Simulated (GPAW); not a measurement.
A run of GPAW 26.7.0:

Contents of run.py:

```python
from ase.dft.bandgap import bandgap
from ase.io import read, write
from ase.units import GPa
from gpaw import GPAW, PW

atoms = read('Si2Ni.xyz')
atoms.set_initial_magnetic_moments([1.0, 0.0, 0.0])

calc = GPAW(mode=PW(600),
            xc='PBE',
            kpts={'size': (9, 9, 9), 'gamma': True},
            occupations={'name': 'fermi-dirac', 'width': 0.05},
            nbands=24,
            convergence={'density': 1e-05, 'energy': 1e-05},
            maxiter=150,
            txt='gpaw.txt')
atoms.calc = calc
energy = atoms.get_potential_energy()
forces = atoms.get_forces()
stress = atoms.get_stress()
calc.write('gs.gpw')
write('result.traj', atoms)
print(f'Energy: {energy:.6f} eV')
print('Forces (eV/A):')
print(forces.round(4))
print('Stress (GPa):', (stress / GPa).round(3))
print('Moments:', calc.get_magnetic_moments().round(3))
print('Fermi level:', round(calc.get_fermi_level(), 4), 'eV')
print(f'Gap: {bandgap(calc)[0]:.4f} eV, direct: {bandgap(calc, direct=True)[0]:.4f} eV')

path = atoms.cell.bandpath('GXWKGLUWLK,UX', npoints=60, eps=1e-4)
bs_calc = calc.fixed_density(kpts=path, symmetry='off', nbands=35,
                             convergence={'bands': 'CBM+6.0', 'eigenstates': 1e-6}, txt='bands.txt')
bs = bs_calc.band_structure()
bs.write('bs.json')
print(f'Gap on the path: {bandgap(bs_calc)[0]:.4f} eV')
```

The input Si2Ni.xyz:

```xyz
3
Lattice="0.0000000000 2.7030000000 2.7030000000 2.7030000000 0.0000000000 2.7030000000 2.7030000000 2.7030000000 0.0000000000" Properties=species:S:1:pos:R:3 pbc="T T T"
Ni     0.0000000000      0.0000000000      0.0000000000
Si     4.0545000000      4.0545000000      4.0545000000
Si     1.3515000000      1.3515000000      1.3515000000
```

Potentials or basis: GPAW PAW data sets (gpaw-data 1.2.1), pw.

Command:

```bash
$ OMP_NUM_THREADS=1 python run.py
```

Hardware: 1 thread of Arm Neoverse V1, on a shared host.

**Question.** Estimate the wall time of this run.

**Answer.** Run time: 2.1 min on 1 thread of Arm Neoverse V1, with other jobs on the host, peak memory 0.34 GiB. Counts: scf iterations 17, plane waves 1363, bands 24, k points 35.
